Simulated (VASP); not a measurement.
# Os (R-3m) in VASP: a series of runs, part 2 of 2

VASP 6.6.1.

## Step 4: Single point, PBEsol

This run uses another cell than the first one, of 14.41 Å³/atom, 1.032 times its volume.

INCAR reads:

```
PREC = Accurate
ENCUT = 520
EDIFF = 1E-6
ISMEAR = 0
SIGMA = 0.1
LREAL = F
LASPH = T
NELM = 100
ALGO = Normal
ISIF = 2
LWAVE = F
LCHARG = T
GGA = PS
LELF = T
LVHAR = T
NBANDS = 19
```

KPOINTS reads:

```
regular mesh
0
Gamma
  6 6 4
```

POSCAR reads:

```
Os
1.0
    3.5303613409      0.0000000000      0.0000000000
   -1.7651806705      3.0573826058      0.0000000000
    0.0000000000      0.0000000000      4.0053131196
Os
3
Direct
    0.2254000000      0.0000000000      0.3333333333
    0.0000000000      0.2254000000      0.6666666667
    0.7746000000      0.7746000000      0.0000000000
```

Potentials or basis: VASP PAW PBE potentials, release 64 (Os).

On the command line:

```sh
$ cat potpaw_PBE.64/Os/POTCAR > POTCAR
$ mpirun -np 1 vasp_std > vasp.out
```

OUTCAR:

```text
PREC = Accurate
   ENCUT = 520
   EDIFF = 1E-6
   ISMEAR = 0
   LREAL = F
   LASPH = T
   NELM = 100
   ISIF = 2
   GGA = PS

 ion  position               nearest neighbor table
   1  0.225  0.000  0.333-   3 1.92   2 1.92   3 2.78   3 2.78   2 2.78   2 2.78   2 3.00   3 3.00

   2  0.000  0.225  0.667-   3 1.92   1 1.92   3 2.78   3 2.78   1 2.78   1 2.78   1 3.00   3 3.00

   3  0.775  0.775  0.000-   1 1.92   2 1.92   2 2.78   1 2.78   1 2.78   2 2.78   1 3.00   2 3.00

  LATTYP: Found a hexagonal cell.
 ALAT       =     3.5303613409
 C/A-ratio  =     1.1345334749

  Lattice vectors:

 A1 = (   3.5303613409,   0.0000000000,   0.0000000000)
 A2 = (  -1.7651806705,   3.0573826058,   0.0000000000)
 A3 = (   0.0000000000,   0.0000000000,   4.0053131196)

Analysis of symmetry for initial positions (statically):
=====================================================================
 Subroutine PRICEL returns:
 Original cell was already a primitive cell.

 Routine SETGRP: Setting up the symmetry group for a
 hexagonal supercell.

 Subroutine GETGRP returns: Found  6 space group operations
 (whereof  2 operations were pure point group operations)
 out of a pool of 24 trial point group operations.

The static configuration has the point symmetry C_2 .
 The point group associated with its full space group is D_3 .

Analysis of symmetry for dynamics (positions and initial velocities):
=====================================================================
 Subroutine PRICEL returns:
 Original cell was already a primitive cell.

 Routine SETGRP: Setting up the symmetry group for a
 hexagonal supercell.

 Subroutine GETGRP returns: Found  6 space group operations
 (whereof  2 operations were pure point group operations)
 out of a pool of 24 trial point group operations.

The dynamic configuration has the point symmetry C_2 .
 The point group associated with its full space group is D_3 .

 Subroutine INISYM returns: Found  6 space group operations
 (whereof  2 operations are pure point group operations),
 and found     1 'primitive' translations

----------------------------------------------------------------------------------------

                                     Primitive cell

  volume of cell :      43.2320

  direct lattice vectors                    reciprocal lattice vectors
     3.530361341  0.000000000  0.000000000     0.283257124  0.163538577  0.000000000
    -1.765180670  3.057382606  0.000000000     0.000000000  0.327077154  0.000000000
     0.000000000  0.000000000  4.005313120     0.000000000  0.000000000  0.249668371

  length of vectors
     3.530361341  3.530361341  4.005313120     0.327077154  0.327077154  0.249668371

  position of ions in fractional coordinates (direct lattice)
     0.225400000  0.000000000  0.333333333
     0.000000000  0.225400000  0.666666667
     0.774600000  0.774600000  0.000000000

  ion indices of the primitive-cell ions
   primitive index   ion index
                 1           1
                 2           2
                 3           3

----------------------------------------------------------------------------------------

 KPOINTS: regular mesh

Automatic generation of k-mesh.
 Grid dimensions read from file:
 generate k-points for:    6    6    4

 Generating k-lattice:

  Cartesian coordinates                     Fractional coordinates (reciprocal lattice)
     0.047209521  0.027256429  0.000000000     0.166666667  0.000000000  0.000000000
     0.000000000  0.054512859  0.000000000     0.000000000  0.166666667  0.000000000
     0.000000000  0.000000000  0.062417093     0.000000000  0.000000000  0.250000000

  Length of vectors
     0.054512859  0.054512859  0.062417093

  Shift w.r.t. Gamma in fractional coordinates (k-lattice)
     0.000000000  0.000000000  0.000000000

 Subroutine IBZKPT returns following result:
 ===========================================

 Found     24 irreducible k-points:

 Following reciprocal coordinates:
            Coordinates               Weight
  0.000000  0.000000  0.000000      1.000000
  0.166667 -0.000000  0.000000      6.000000
  0.333333  0.000000  0.000000      6.000000
  0.500000  0.000000  0.000000      3.000000
  0.166667  0.166667  0.000000      6.000000
  0.333333  0.166667  0.000000     12.000000
[... 16 lines left out ...]
  0.333333  0.166667  0.500000     12.000000
  0.333333  0.333333  0.500000      2.000000
   k-points           NKPTS =     24   k-points in BZ     NKDIM =     24   number of bands    NBANDS=     19
   number of dos      NEDOS =    301   number of ions     NIONS =      3
   total plane-waves  NPLWV =  23520
   dimension x,y,z NGX =    28 NGY =   28 NGZ =   30
   dimension x,y,z NGXF=    56 NGYF=   56 NGZF=   60
   ions per type =               3
   NGX,Y,Z   is equivalent  to a cutoff of  13.19, 13.19, 12.45 a.u.
   NGXF,Y,Z  is equivalent  to a cutoff of  26.37, 26.37, 24.90 a.u.
 SYSTEM =  unknown system
   PREC   = accura    normal or accurate (medium, high low for compatibility)
   ISTART =      0    job   : 0-new  1-cont  2-samecut
   ICHARG =      2    charge: 1-file 2-atom 10-const
   ISPIN  =      1    spin polarized calculation?
   LNONCOLLINEAR =      F non collinear calculations
   LSORBIT =      F    spin-orbit coupling
   LASPH  =      T    aspherical Exc in radial PAW
   ENCUT  =  520.0 eV  38.22 Ry    6.18 a.u.   6.56  6.56  7.45*2*pi/ulx,y,z
   NELM   =    100;   NELMIN=  2; NELMDL= -5     # of ELM steps
   EDIFF  = 0.1E-05   stopping-criterion for ELM
   LREAL  =      F    real-space projection
   EDIFFG = 0.1E-04   stopping-criterion for IOM
   NSW    =      0    number of steps for IOM
   IBRION =     -1    ionic relax: 0-MD 1-quasi-New 2-CG
   NFREE  =      0    steps in history (QN), initial steepest desc. (CG)
   ISIF   =      2    stress and relaxation
   ISYM   =      2    0-nonsym 1-usesym 2-fastsym
   POTIM  = 0.5000    time-step for ionic-motion
   TEBEG  =    0.0;   TEEND  =   0.0 temperature during run
   PSTRESS=    0.0 pullay stress
   NELECT =      24.0000    total number of electrons
   NUPDOWN=      -1.0000    fix difference up-down
   EMIN   =  10.00;   EMAX   =-10.00  energy-range for DOS
   EFERMI =   0.00;   METHOD = LEGACY
   ISMEAR =     0;   SIGMA  =   0.10  broadening in eV -4-tet -1-fermi 0-gaus
   EFERMI_NEDOS =   21; number of points for ismear=-14 and -15
   IALGO  =     38    algorithm
   IMIX   =      4    mixing-type and parameters
     AMIX     =   0.40;   BMIX     =  1.00
     AMIX_MAG =   1.60;   BMIX_MAG =  1.00
  volume/ion in A,a.u.               =      14.41        97.25
  Fermi-wavevector in a.u.,A,eV,Ry     =   1.345479  2.542586 24.630796  1.810312
  Thomas-Fermi vector in A             =   2.473388
   LORBIT       =      0    0 simple, 1 ext, 2 COOP (PROOUT), +10 PAW based schemes
   GGA     = PS    functional components
   LHFCALC =     F    Hartree Fock is set to
   AEXX    =    0.0000 exact exchange contribution
   IVDW    =     0    specifies the selected vdW correction
   LEPSILON=     F    determine dielectric tensor
   LRPA    =     F    only Hartree local field effects (RPA)
 non-spin polarized calculation
 Gauss-broadening in eV      SIGMA  =   0.10
  energy-cutoff  :      520.00
  volume of cell :       43.23
 maximum number of plane-waves:      1202
 NGX is ok and might be reduce to    28
   NGX = 13   NGY = 13   NGZ = 15

 number of electron      23.9999999 magnetization

 Free energy of the ion-electron system (eV)
  ---------------------------------------------------
  ext. energy  EPLUGINS =         0.00000000
  ---------------------------------------------------
  free energy    TOTEN  =       -21.66627164 eV

  energy without entropy =      -21.65260756  energy(sigma->0) =      -21.65943960

 E-fermi :   9.1919     XC(G=0): -13.5915

 val. band max:        9.1183236600   @ k =   0.3333   0.3333   0.2500
 cond. band min:       9.2204325472   @ k =   0.3333   0.1667   0.2500
 fundamental gap:      0.1021088872
 Fermi energy:         9.1919488797

 k-point     1 :       0.0000    0.0000    0.0000
  band No.  band energies     occupation
      1      -1.2382      2.00000
      2       0.5150      2.00000
      3       0.5150      2.00000
      4       1.4504      2.00000
      5       1.8664      2.00000
      6       1.8664      2.00000
[... 505 lines left out ...]
      6       3.6303      2.00000
[... 11 lines left out ...]
     18      13.8173      0.00000
     19      16.4207      0.00000

------------------------ aborting loop because EDIFF is reached ----------------------------------------

  FORCE on cell =-STRESS in cart. coord.  units (eV):
  Direction    XX          YY          ZZ          XY          YZ          ZX
  --------------------------------------------------------------------------------------
  -------------------------------------------------------------------------------------
  Total       34.9101649     34.9101649     61.7021222     -0.0000000     -0.0000000      0.0000000
  in kB     1293.7699509   1293.7699510   2286.6793067     -0.0000000     -0.0000000      0.0000000
  external PRESSURE =    1624.7397362 kB  Pullay stress =       0.0000000 kB

 VOLUME and BASIS-vectors are now :
 -----------------------------------------------------------------------------
  energy-cutoff  :      520.00
  volume of cell :       43.23
      direct lattice vectors                 reciprocal lattice vectors
     3.530361341  0.000000000  0.000000000     0.283257124  0.163538577  0.000000000
    -1.765180670  3.057382606  0.000000000     0.000000000  0.327077154  0.000000000
     0.000000000  0.000000000  4.005313120     0.000000000  0.000000000  0.249668371

 POSITION                                       TOTAL-FORCE (eV/Angst)
 -----------------------------------------------------------------------------------
      0.79574      0.00000      1.33510        25.484969     -0.000000      0.000000
     -0.39787      0.68913      2.67021       -12.742485     22.070631     -0.000000
      1.36731      2.36825      0.00000       -12.742485    -22.070631     -0.000000
 -----------------------------------------------------------------------------------
    total drift:                               -0.000000     -0.000000      0.000000

  FREE ENERGIE OF THE ION-ELECTRON SYSTEM (eV)
  ---------------------------------------------------
  free  energy   TOTEN  =       -21.6662716417 eV

  energy  without entropy=      -21.6526075633  energy(sigma->0) =      -21.65943960
```

OSZICAR:

```text
N       E                     dE             d eps       ncg     rms          rms(c)
DAV:   1     0.192048949449E+03    0.19205E+03   -0.11340E+04   912   0.121E+03
DAV:   2    -0.104127921031E+02   -0.20246E+03   -0.19198E+03   924   0.418E+02
DAV:   3    -0.225039682779E+02   -0.12091E+02   -0.11649E+02  1079   0.862E+01
DAV:   4    -0.227708640785E+02   -0.26690E+00   -0.26578E+00  1029   0.139E+01
DAV:   5    -0.227734324547E+02   -0.25684E-02   -0.25677E-02  1080   0.113E+00    0.294E+01
DAV:   6    -0.220332590979E+02    0.74017E+00   -0.19442E-01   984   0.277E+00    0.177E+01
DAV:   7    -0.216682234911E+02    0.36504E+00   -0.32820E-01  1018   0.371E+00    0.528E-01
DAV:   8    -0.216663054989E+02    0.19180E-02   -0.20385E-02   984   0.992E-01    0.244E-01
DAV:   9    -0.216663363774E+02   -0.30878E-04   -0.43339E-04  1127   0.173E-01    0.546E-02
DAV:  10    -0.216662803586E+02    0.56019E-04   -0.33909E-05  1005   0.503E-02    0.157E-02
DAV:  11    -0.216662718424E+02    0.85162E-05   -0.43798E-06   987   0.238E-02    0.279E-03
DAV:  12    -0.216662716417E+02    0.20069E-06   -0.77786E-08   525   0.299E-03
   1 F= -.21666272E+02 E0= -.21659440E+02  d E =-.136641E-01
```

It took 12 s on 1 thread of Intel Xeon Platinum 8488C (Sapphire Rapids), shared host; peak memory 0.16 GiB.

What came out:

- Free energy: -21.6663 eV
- Pressure: 162.5 GPa
- Largest force: 25.485 eV/Å
- Band gap on the k mesh: none (metal or under the smearing width)

Forces on the atoms (eV/Å):
```
Os   25.485   0.000   0.000
Os  -12.742  22.071   0.000
Os  -12.742 -22.071   0.000
```

Levels at points of the mesh, in eV from the Fermi level:
| k point | band 9 | band 10 | band 11 | band 12 | band 13 | band 14 | band 15 | band 16 |
| --- | --- | --- | --- | --- | --- | --- | --- | --- |
| (0.00, 0.00, 0.00) | -3.04 | -1.23 | -0.60 | -0.60 | 3.10 | 3.10 | 4.23 | 4.55 |
| (0.50, 0.00, 0.00) | -2.85 | -1.58 | -0.88 | -0.56 | 0.25 | 1.36 | 1.92 | 3.13 |
| (0.00, 0.00, 0.50) | -4.06 | -2.56 | -0.79 | -0.79 | 1.98 | 1.98 | 4.27 | 6.18 |
| (0.50, 0.00, 0.50) | -2.33 | -2.02 | -1.60 | -1.05 | 0.53 | 0.79 | 3.02 | 3.21 |

Caveat: the k mesh is coarse (spacing up to 0.39 Å⁻¹), so the values aren't converged; a pressure of tens of GPa on the cell as given is suspect, and the run, the potentials or the cell itself is likely at fault; the PAW data sets were made with another functional, which shifts forces and pressure a little. The run has no spin-orbit coupling, so splittings on Os are missing.

## Step 5: The runs side by side

```tsv
task	cell	cutoff (eV)	gap on the mesh (eV)	pressure (GPa)	largest force (eV/Å)
single point	R-3m, 13.96 Å³/atom	520	none	0.5	-
relaxation of cell and atoms	relaxed	600	-	0.0	0.01
single point	P3_121, 14.41 Å³/atom	520	none	162.5	25.48
```

Alike in all rows: level PBEsol; potentials or basis VASP PAW PBE potentials, release 64 (Os); no spin polarisation; k mesh 6 × 6 × 4; smearing gaussian 0.1 eV; the mesh is coarse, so values aren't converged.

Caveats: all runs use coarse meshes; the PAW data sets were made with another functional, which shifts forces and pressure a little; the bands computed are all filled at some k points, so no gap is given (some runs); a pressure of tens of GPa on the cell as given is suspect, and the run, the potentials or the cell itself is likely at fault (some runs).

Absolute energies hang on the potentials; compare differences alone.
